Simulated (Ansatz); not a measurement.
# SnO: the cost of one run

Computed with Ansatz 0.2.0 (DFT PBE, scalar-relativistic, plane waves, PAW, unless a step's input says otherwise).

### 1 The structure to begin with

The structure is tetragonal, space group P4/nmm (No. 129). The conventional cell has a = 3.802 Å, b = 3.802 Å, c = 4.836 Å, α = 90.00°, β = 90.00°, γ = 90.00°. Around Sn (site symmetry 4mm) lie 4 O at 2.22 Å. Around O (site symmetry -4m2) lie 4 Sn at 2.22 Å.

As a file:

```cif
data_structure
_symmetry_space_group_name_H-M 'P4/nmm:1'
_symmetry_Int_Tables_number 129
_cell_length_a 3.8020
_cell_length_b 3.8020
_cell_length_c 4.8360
_cell_angle_alpha 90.000
_cell_angle_beta 90.000
_cell_angle_gamma 90.000
_cell_volume 69.91
loop_
_atom_site_label
_atom_site_type_symbol
_atom_site_symmetry_multiplicity
_atom_site_Wyckoff_symbol
_atom_site_fract_x
_atom_site_fract_y
_atom_site_fract_z
_atom_site_occupancy
Sn1 Sn 2 c 0.50000 0.00000 0.23850 1
O1 O 2 a 0.50000 0.50000 0.00000 1
```

No relaxation comes first: the listed cell is the starting point.

### 2 Zero of the scan

input.yaml reads:

```yaml
crystal:
  lattice:
    - [-3.802, 0.0, 4.836]
    - [0.0, -3.802, 0.0]
    - [7.604, 0.0, 4.836]
  atoms:
    - { symbol: Sn, position: [0.159, 0.5, 0.0795] }
    - { symbol: Sn, position: [0.8256666667, 0.5, 0.4128333333] }
    - { symbol: Sn, position: [0.4923333333, 0.5, 0.7461666667] }
    - { symbol: Sn, position: [0.341, 0.0, 0.4205] }
    - { symbol: Sn, position: [0.0076666667, 0.0, 0.7538333333] }
    - { symbol: Sn, position: [0.6743333333, 0.0, 0.0871666667] }
    - { symbol: O, position: [0.0, 0.0, 0.0] }
    - { symbol: O, position: [0.6666666667, 0.0, 0.3333333333] }
    - { symbol: O, position: [0.3333333333, 0.0, 0.6666666667] }
    - { symbol: O, position: [0.8333333333, 0.5, 0.1666666667] }
    - { symbol: O, position: [0.5, 0.5, 0.5] }
    - { symbol: O, position: [0.1666666667, 0.5, 0.8333333333] }
basis:
  ecutwfc: 420
kpoints:
  mp_grid: { grid: [8, 12, 6] }
hamiltonian:
  xc: pbe
scf:
  occupations: { method: gaussian, width: 0.15 }
output:
  forces: true
  stress: true
  eigenvalues: true
  write_density: true
  write_potential: true
  elf: true
  volumetric_format: npy
```

Launch:

```
$ ansatz run input.yaml --threads 2 --pin off --max-ram 5120MiB --backend cpu --events-out ev --progress --plain --runs-dir out
```

Q: Estimate wall time and peak memory on 2 threads of AMD EPYC 7R43 (Zen 3), shared host.

About 2.4 min, with a peak of 1.8 GiB.
